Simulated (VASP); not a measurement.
# CdSe (Cadmoselite) (P6_3mc) in VASP: settings compared, part 2 of 2

VASP 6.6.1. Earlier steps stand in the parts before.

**3. Band structure, r2SCAN**

Contents of INCAR:

```
SYSTEM = CdSe
ALGO = Normal
EDIFF = 1E-6
ENCUT = 520
ISIF = 2
ISMEAR = 0
LASPH = .TRUE.
LCHARG = .FALSE.
LMIXTAU = .TRUE.
LREAL = .FALSE.
LWAVE = .FALSE.
METAGGA = R2SCAN
NELM = 100
PREC = Accurate
SIGMA = 0.02
```

Contents of KPOINTS:

```
k-points
0
G
  8 8 4
  0 0 0
```

Contents of POSCAR:

```
CdSe
1.0
    4.3000000000      0.0000000000      0.0000000000
   -2.1500000000      3.7239092363      0.0000000000
    0.0000000000      0.0000000000      7.0200000000
Cd Se
2 2
Direct
    0.6666666667      0.3333333333      0.5000000000
    0.3333333333      0.6666666667      0.0000000000
    0.6666666667      0.3333333333      0.8850000000
    0.3333333333      0.6666666667      0.3850000000
```

Contents of KPOINTS_OPT:

```
path GMKGALHA,LM,KH
10
line-mode
reciprocal
 0.0000000000  0.0000000000  0.0000000000  G
 0.5000000000  0.0000000000  0.0000000000  M

 0.5000000000  0.0000000000  0.0000000000  M
 0.3333333333  0.3333333333  0.0000000000  K

 0.3333333333  0.3333333333  0.0000000000  K
 0.0000000000  0.0000000000  0.0000000000  G

 0.0000000000  0.0000000000  0.0000000000  G
 0.0000000000  0.0000000000  0.5000000000  A

 0.0000000000  0.0000000000  0.5000000000  A
 0.5000000000  0.0000000000  0.5000000000  L

 0.5000000000  0.0000000000  0.5000000000  L
 0.3333333333  0.3333333333  0.5000000000  H

 0.3333333333  0.3333333333  0.5000000000  H
 0.0000000000  0.0000000000  0.5000000000  A

 0.5000000000  0.0000000000  0.5000000000  L
 0.5000000000  0.0000000000  0.0000000000  M

 0.3333333333  0.3333333333  0.0000000000  K
 0.3333333333  0.3333333333  0.5000000000  H
```

Potentials or basis: VASP PAW PBE potentials, release 64 (Cd, Se).

Launch:

```
$ cat potpaw_PBE.64/Cd/POTCAR potpaw_PBE.64/Se/POTCAR > POTCAR
$ mpirun -np 1 vasp_std > vasp.out
```

OUTCAR:

```text
SYSTEM = CdSe
   EDIFF = 1E-6
   ENCUT = 520
   ISIF = 2
   ISMEAR = 0
   LASPH = .TRUE.
   LREAL = .FALSE.
   METAGGA = R2SCAN
   NELM = 100
   PREC = Accurate

 ion  position               nearest neighbor table
   1  0.667  0.333  0.500-   4 2.61   4 2.61   4 2.61   3 2.70
   2  0.333  0.667  0.000-   3 2.61   3 2.61   3 2.61   4 2.70
   3  0.667  0.333  0.885-   2 2.61   2 2.61   2 2.61   1 2.70
   4  0.333  0.667  0.385-   1 2.61   1 2.61   1 2.61   2 2.70

  LATTYP: Found a hexagonal cell.
 ALAT       =     4.3000000000
 C/A-ratio  =     1.6325581395

  Lattice vectors:

 A1 = (   4.3000000000,   0.0000000000,   0.0000000000)
 A2 = (  -2.1500000000,   3.7239092363,   0.0000000000)
 A3 = (   0.0000000000,   0.0000000000,   7.0200000000)

Analysis of symmetry for initial positions (statically):
=====================================================================
 Subroutine PRICEL returns:
 Original cell was already a primitive cell.

 Routine SETGRP: Setting up the symmetry group for a
 hexagonal supercell.

[... 173 lines left out ...]

 E-fermi :   0.7814     XC(G=0):  -9.4241

 val. band max:        0.6385490930   @ k =   0.0000   0.0000   0.0000
 cond. band min:       1.8265175408   @ k =   0.0000   0.0000   0.0000
 fundamental gap:      1.1879684478
 Fermi energy:         0.7813522025

 k-point     1 :       0.0000    0.0000    0.0000
  band No.  band energies     occupation
      1     -12.3843      2.00000
      2     -12.0105      2.00000
      3      -7.5281      2.00000
      4      -7.5281      2.00000
      5      -7.4673      2.00000
      6      -7.4673      2.00000
[... 589 lines left out ...]
     21       5.9680      0.00000
     22       5.9680      0.00000

 [... further k-points ...]

------------------------ aborting loop because EDIFF is reached ----------------------------------------

  FORCE on cell =-STRESS in cart. coord.  units (eV):
  Direction    XX          YY          ZZ          XY          YZ          ZX
  --------------------------------------------------------------------------------------
  -------------------------------------------------------------------------------------
  Total        1.7878013      1.7878013      0.3152792      0.0000000      0.0000000      0.0000000
  in kB       25.4815105     25.4815105      4.4936712      0.0000000      0.0000000      0.0000000
  external PRESSURE =      18.4855641 kB  Pullay stress =       0.0000000 kB

 VOLUME and BASIS-vectors are now :
 -----------------------------------------------------------------------------
  energy-cutoff  :      520.00
  volume of cell :      112.41
      direct lattice vectors                 reciprocal lattice vectors
     4.300000000  0.000000000  0.000000000     0.232558140  0.134267504  0.000000000
    -2.150000000  3.723909236  0.000000000     0.000000000  0.268535009  0.000000000
     0.000000000  0.000000000  7.020000000     0.000000000  0.000000000  0.142450142

 POSITION                                       TOTAL-FORCE (eV/Angst)
 -----------------------------------------------------------------------------------
      2.15000      1.24130      3.51000        -0.000000      0.000000      0.286124
     -0.00000      2.48261      0.00000         0.000000     -0.000000      0.286124
      2.15000      1.24130      6.21270        -0.000000      0.000000     -0.286124
     -0.00000      2.48261      2.70270         0.000000     -0.000000     -0.286124
 -----------------------------------------------------------------------------------
    total drift:                               -0.000000     -0.000000      0.002886

  FREE ENERGIE OF THE ION-ELECTRON SYSTEM (eV)
  ---------------------------------------------------
  free  energy   TOTEN  =       -71.7939215570 eV

  energy  without entropy=      -71.7939215570  energy(sigma->0) =      -71.79392156
```

stdout:

```text
POSCAR found type information on POSCAR CdSe
 POSCAR found :  2 types and       4 ions
 scaLAPACK will be used
 -----------------------------------------------------------------------------
|                                                                             |
|                                                                             |
|     You enforced a specific xc type in the INCAR file but a different       |
|     I HOPE YOU KNOW WHAT YOU ARE DOING!                                     |
|                                                                             |
 -----------------------------------------------------------------------------

 LDA part: xc-table for (None), standard interpolation
 POSCAR, INCAR and KPOINTS ok, starting setup
 FFT: planning ... GRIDC
 FFT: planning ... GRID_SOFT
 FFT: planning ... GRID
 WAVECAR not read
 entering main loop
 Start KPOINTS_OPT (optional k-point list driver)
k-point batch [1-30\90]
k-point batch [31-60\90]
k-point batch [61-90\90]
```

Wall time 7.9 min (1 thread of Intel Xeon Platinum 8488C (Sapphire Rapids), shared host); peak memory 0.29 GiB.

Results:

* Free energy: -71.7939 eV
* Pressure: 1.8 GPa
* Largest force: 0.286 eV/Å
* Band gap on the k mesh: 1.19 eV, direct
* Band gap along the path: 1.19 eV, direct

Forces in eV/Å, atoms in the order of the input:
```
Cd   0.000  0.000  0.286
Cd   0.000  0.000  0.286
Se   0.000  0.000 -0.286
Se   0.000  0.000 -0.286
```

Levels at the corners of the path, in eV from the valence-band top:
| point | band 16 | band 17 | band 18 | band 19 | band 20 | band 21 |
| --- | --- | --- | --- | --- | --- | --- |
| Γ | -0.01 | 0.00 | 0.00 | 1.19 | 2.59 | 6.39 |
| M | -1.89 | -1.25 | -0.84 | 3.68 | 3.70 | 5.12 |
| M | -1.89 | -1.25 | -0.84 | 3.68 | 3.70 | 5.12 |
| K | -1.82 | -1.82 | -1.82 | 4.65 | 5.30 | 5.30 |
| K | -1.82 | -1.82 | -1.82 | 4.65 | 5.30 | 5.30 |
| Γ | -0.01 | 0.00 | 0.00 | 1.19 | 2.59 | 6.39 |
| Γ | -0.01 | 0.00 | 0.00 | 1.19 | 2.59 | 6.39 |
| A | -0.38 | -0.38 | -0.38 | 2.80 | 2.80 | 6.29 |
| A | -0.38 | -0.38 | -0.38 | 2.80 | 2.80 | 6.29 |
| L | -1.40 | -1.31 | -1.31 | 3.39 | 3.39 | 5.21 |
| L | -1.40 | -1.31 | -1.31 | 3.39 | 3.39 | 5.21 |
| H | -2.54 | -1.08 | -1.08 | 4.27 | 4.27 | 6.22 |
| H | -2.54 | -1.08 | -1.08 | 4.27 | 4.27 | 6.22 |
| A | -0.38 | -0.38 | -0.38 | 2.80 | 2.80 | 6.29 |
| L | -1.40 | -1.31 | -1.31 | 3.39 | 3.39 | 5.21 |
| M | -1.89 | -1.25 | -0.84 | 3.68 | 3.70 | 5.12 |
| K | -1.82 | -1.82 | -1.82 | 4.65 | 5.30 | 5.30 |
| H | -2.54 | -1.08 | -1.08 | 4.27 | 4.27 | 6.22 |

Caveat: the PAW data sets were made with another functional, which shifts forces and pressure a little.

**4. How close it comes**

Step 2. A measured gap of CdSe is 1.841 eV (2 K; a printed reference work, data compilation); the calculated 0.58 eV misses it by -1.26 eV. So large a miss can be the level of theory's own, or it may mean another phase, state or a wrong row. Spin-orbit coupling on Cd, Se is left out. The value is that of PBEsol, without temperature or zero-point motion. Semilocal functionals fall short of measured gaps as a rule.

Step 3. Measured gap of CdSe: 1.841 eV (2 K; a printed reference work, data compilation). This calculation gives 1.19 eV (-0.65 eV). Spin-orbit coupling on Cd, Se is left out. The value is that of r2SCAN, without temperature or zero-point motion.
